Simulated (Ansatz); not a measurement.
**SrCl$_{2}$ under strain**

The calculation used Ansatz 0.2.0, DFT r2SCAN, scalar-relativistic, plane waves, PAW. Settings: 500 eV cutoff, 6×6×4 k-mesh, Gaussian smearing of 0.02 eV, no spin polarisation.

Reference structure (relaxed):

```
Sr Cl
1.0
     3.49758    3.49758    0.00000
    -3.49758    3.49758    0.00000
     0.00000    0.00000    6.99516
Sr Cl
2 4
Direct
  0.00000 0.00000 0.00000
  0.50000 0.50000 0.50000
  0.00000 0.50000 0.75000
  0.50000 0.00000 0.75000
  0.50000 0.00000 0.25000
  0.00000 0.50000 0.25000
```

Deformation: all cell vectors scaled alike, the atoms relaxed, all within the symmetry that the strain leaves. Energies are extrapolated to zero smearing. Gaps are generalised Kohn–Sham gaps over the whole zone.

```
strain (%)  ΔE (meV/atom) a (Å) b (Å) c (Å) gap (eV)
      -4.5           71.3  4.724  4.724  6.680      5.88
      -3.0           29.9  4.798  4.798  6.785      5.93
      -1.5            7.0  4.872  4.872  6.890      5.97
      +0.0            0.0  4.946  4.946  6.995      5.94
      +1.5            6.5  5.021  5.021  7.100      5.77
      +3.0           24.5  5.095  5.095  7.205      5.61
      +4.5           52.4  5.169  5.169  7.310      5.46
```

What stiffness (1/V) d²E/dε² at zero strain does a cubic fit over all points give?

A cubic fit gives (1/V) d²E/dε² = 343 GPa at zero strain (nine times the bulk modulus at fixed shape).

How fast does the gap move with strain on either side?

-19 meV per percent on the compressed side and -111 meV per percent on the stretched side.

Cost: 7 runs of about 1.9 core-minutes in all, on Arm Neoverse V2 (shared hosts).